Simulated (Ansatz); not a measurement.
Method: DFT PBE, scalar-relativistic, plane waves, PAW (Ansatz 0.2.0). All cells share a 420 eV cutoff and Γ-centred k meshes spaced at most about 0.3 Å⁻¹ (2π included). No spin polarisation.

Temperature and zero-point effects are left out.

Two relaxed structures of SiGe3:

A.

```
CELL_PARAMETERS angstrom
4.01493 2.31802 3.27731
-4.01493 2.31802 3.27731
0.00000 -4.63605 3.27731
ATOMIC_POSITIONS crystal
Si 0.87813 0.87813 0.87813
Si 0.12187 0.12187 0.12187
Ge 0.87821 0.37178 0.37178
Ge 0.62822 0.62822 0.12179
Ge 0.62822 0.12179 0.62822
Ge 0.37178 0.37178 0.87821
Ge 0.12179 0.62822 0.62822
Ge 0.37178 0.87821 0.37178
```

B.

```
CELL_PARAMETERS angstrom
4.01357 0.00000 0.00000
0.00000 4.01357 0.00000
0.00000 0.00000 5.67566
ATOMIC_POSITIONS crystal
Si 0.00000 0.00000 0.00000
Ge 0.50000 0.50000 0.50000
Ge 0.50000 0.00000 0.75643
Ge 0.00000 0.50000 0.24357
```

**Question.** Which form is favoured at zero pressure, and by what margin per atom?

**Answer.** They are level within the accuracy (2 meV/atom apart, with A the lower in these runs). A has Si and Ge ordered on diamond sites, space group R-3m (No. 166), 22.9 Å³/atom and a gap of 0.16 eV on its mesh; B has Si and Ge ordered on diamond sites, space group P-4m2 (No. 115), 22.9 Å³/atom and a gap of 0.16 eV. Counting Ge atoms around Si (those within 1.25 times the shortest such distance or 1.15 times the sum of covalent radii), A has Si 3 and B has Si 4. In A, Si has 1 Si at 2.40 Å and 3 Ge at 2.44 Å; Ge is surrounded by 1 Si at 2.44 Å and 3 Ge at 2.48 Å. In B, Si has 4 Ge at 2.44 Å; Ge on a site of symmetry -4m2 is surrounded by 4 Ge at 2.48 Å; Ge on a site of symmetry 2mm is surrounded by 2 Si at 2.44 Å and 2 Ge at 2.48 Å. Both come from invented guesses.

Kohn–Sham gaps at this level usually fall short of measured ones. Cells relaxed within their symmetry can be saddle points.
